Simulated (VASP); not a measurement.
Runs of VASP 6.6.1 on Hf. It takes space group P6_3/mmc (No. 194, hexagonal). Conventional cell: a = 3.197 Å, b = 3.197 Å, c = 5.058 Å, α = 90.00°, β = 90.00°, γ = 120.00°. Around Hf (site symmetry -6m2) lie 12 Hf at 3.13 to 3.20 Å. 

```tsv
level	potentials or basis	further INCAR settings	pressure (GPa)
LDA	VASP PAW LDA potentials, release 64 (Hf_pv)	ALGO = Fast; EDIFF = 1e-07	-7.8
revPBE	VASP PAW PBE potentials, release 64 (Hf_pv)	ALGO = Fast; EDIFF = 1e-07	2.2
PW91	VASP PAW PBE potentials, release 64 (Hf_pv)	ALGO = Fast; EDIFF = 1e-07	0.0
RPBE	VASP PAW PBE potentials, release 64 (Hf_pv)	ALGO = Fast; EDIFF = 1e-07	3.0
r2SCAN	VASP PAW PBE potentials, release 64 (Hf_pv)	ALGO = Normal; EDIFF = 1e-07	(a)
BLYP	VASP PAW PBE potentials, release 64 (Hf_pv)	ALGO = Fast; EDIFF = 1e-07	3.4
PBEsol	VASP PAW PBE potentials, release 64 (Hf_pv)	ALGO = Fast; EDIFF = 1e-07	-4.3
SCAN	VASP PAW PBE potentials, release 64 (Hf_pv)	ALGO = Normal; EDIFF = 1e-07	(b)
AM05	VASP PAW PBE potentials, release 64 (Hf_pv)	ALGO = Fast; EDIFF = 1e-07	-4.2
TPSS	VASP PAW PBE potentials, release 64 (Hf_pv)	ALGO = Normal; EDIFF = 1e-07	-2.2
```

Alike in all rows: task band structure; no spin polarisation; cell as given; k mesh 10 × 10 × 5; cutoff (eV) 520; smearing fermi-dirac 0.05 eV.

**Question.** Fill in the values left out.

**Answer.** (a) -0.8; (b) -4.4.

Caveats: the PAW data sets were made with another functional, which shifts forces and pressure a little (some runs).

Runs at the PBE level aren't shown here.
